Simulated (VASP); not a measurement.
The system is Mg3Sb2.

```
Mg Sb
1.0
     4.58200    0.00000    0.00000
    -2.29100    3.96813    0.00000
     0.00000    0.00000    7.24400
Mg Sb
3 2
Direct
  0.33333 0.66667 0.63000
  0.66667 0.33333 0.37000
  0.00000 0.00000 0.00000
  0.33333 0.66667 0.23500
  0.66667 0.33333 0.76500
```

* Program: VASP 6.6.1
* Task: relaxation of cell and atoms
* Functional: PBE
* Potentials or basis: VASP PAW PBE potentials, release 64 (Mg, Sb)
* Cutoff: 600 eV
* k mesh: 9 × 9 × 5
* Occupations: gaussian, width 0.03 eV
* Spin: no spin polarisation

At the start: pressure 1.0 GPa; volume 26.34 Å³/atom.

Task: Where does the relaxation end?

Result: Over 10 steps the energy falls by 7.9 meV/atom and the volume is 26.61 Å³/atom (+1.0 %); space group P-3m1 (No. 164, to 0.05 Å).

The path:
```
step  energy change (eV)  largest force (eV/Å)  pressure (GPa)  volume (Å³)
   1              0.0000                0.4968            0.96       131.71
   2             -0.0267                0.2429           -0.25       134.73
   3             -0.0276                0.1917           -0.50       135.42
   4             -0.0349                0.1233           -0.24       134.31
   5             -0.0381                0.0390            0.10       132.99
   6             -0.0393                0.0109            0.00       133.15
   7             -0.0395                0.0054           -0.05       133.24
   8             -0.0395                0.0059           -0.05       133.23
   9             -0.0395                0.0062           -0.04       133.22
  10             -0.0395                0.0033            0.02       133.04
```

Final structure:
```cif
data_structure
_symmetry_space_group_name_H-M 'P 1'
_symmetry_Int_Tables_number 1
_cell_length_a 4.5956
_cell_length_b 4.5956
_cell_length_c 7.2737
_cell_angle_alpha 90.000
_cell_angle_beta 90.000
_cell_angle_gamma 120.000
_cell_volume 133.04
loop_
_atom_site_label
_atom_site_type_symbol
_atom_site_fract_x
_atom_site_fract_y
_atom_site_fract_z
_atom_site_occupancy
Mg1 Mg 0.33333 0.66667 0.63209 1
Mg2 Mg 0.66667 0.33333 0.36791 1
Mg3 Mg 0.00000 0.00000 0.00000 1
Sb1 Sb 0.33333 0.66667 0.22545 1
Sb2 Sb 0.66667 0.33333 0.77455 1
```
